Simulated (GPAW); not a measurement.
Here is a GPAW 26.7.0 calculation.

run.py

```python
from ase.calculators.mixing import SumCalculator
from ase.filters import FrechetCellFilter
from ase.io import read, write
from ase.optimize import BFGS
from dftd3.ase import DFTD3
from gpaw import GPAW, PW

atoms = read('AlN.xyz')

calc = GPAW(mode=PW(800),
            xc='revPBE',
            kpts={'size': (11, 11, 11), 'gamma': True},
            occupations={'name': 'fermi-dirac', 'width': 0.05},
            nbands=11,
            convergence={'density': 1e-05, 'forces': 0.0001},
            maxiter=150,
            txt='gpaw.txt')
atoms.calc = SumCalculator([calc, DFTD3(method='revpbe', damping='d3bj')])
opt = BFGS(FrechetCellFilter(atoms), trajectory='relax.traj', logfile='-')
done = opt.run(fmax=0.02, steps=60)
calc.write('gs.gpw')
write('result.traj', atoms)
print('Converged:', done)
print('Cell:', atoms.cell.cellpar().round(4))
print('Volume:', round(atoms.get_volume(), 4))
print(atoms.get_scaled_positions().round(5))
```

File AlN.xyz:

```xyz
2
Lattice="0.0000000000 2.0345180000 2.0345180000 2.0345180000 0.0000000000 2.0345180000 2.0345180000 2.0345180000 0.0000000000" Properties=species:S:1:pos:R:3 pbc="T T T"
Al     2.0345180000      2.0345180000      2.0345180000
N      0.0000000000      0.0000000000      0.0000000000
```

Potentials or basis: the program's PAW data sets (release 1.2.1) made for this functional, pw.

Command:

```console
$ OMP_NUM_THREADS=1 python run.py
```

Problem. Predict the dispersion energy per atom.

Solution. -0.675 eV.

Problem. What does it give for the relaxed cell?

Solution. a = 2.846 Å, b = 2.846 Å, c = 2.846 Å, α = 60.00°, β = 60.00°, γ = 60.00°.

Problem. Predict the band gap on the k mesh.

Solution. 4.97 eV, indirect (least direct gap 5.88 eV).

Problem. Estimate the relaxed volume.

Solution. 8.15 Å³/atom.

Final structure:
```yaml
crystal:
  lattice:
    - [0.00000, 2.01246, 2.01246]
    - [2.01246, 0.00000, 2.01246]
    - [2.01246, 2.01246, 0.00000]
  atoms:
    - { symbol: Al, position: [0.50000, 0.50000, 0.50000] }
    - { symbol: N, position: [0.00000, 0.00000, 0.00000] }
```

Caveat: later steps reuse the first step's grids; an odd mesh through Γ misses points on the zone boundary, where band edges often lie. Expect the measured gap to be larger: semilocal functionals such as revPBE lack the derivative discontinuity.
